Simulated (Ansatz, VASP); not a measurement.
**Two plane-wave programs on HgTe**

```
CELL_PARAMETERS angstrom
0.00000 3.18000 3.18000
3.18000 0.00000 3.18000
3.18000 3.18000 0.00000
ATOMIC_POSITIONS crystal
Hg 0.00000 0.00000 0.00000
Te 0.50000 0.50000 0.50000
```

Alike in both runs: task single point; functional PBE; k mesh 5 × 5 × 5; occupations fermi-dirac, width 0.001 eV; no spin polarisation.

|  | VASP | Ansatz |
| --- | --- | --- |
| version | VASP 6.6.1 | Ansatz 0.2.0 |
| potentials or method | VASP PAW PBE potentials, release 64 (Hg, Te) | PAW, plane waves, scalar-relativistic |
| plane-wave cutoff (eV) | 520 | 420 |
| valence electrons in the cell | 18 | 36 |

Ansatz gave:

| Property | Result |
| --- | --- |
| pressure (GPa) | -3.6 |

Estimate VASP's values.

pressure (GPa): -3.5.

The two sets of potentials don't hold the same shells in valence.

Spin-orbit coupling is left out, which matters for the levels of Hg, Te.
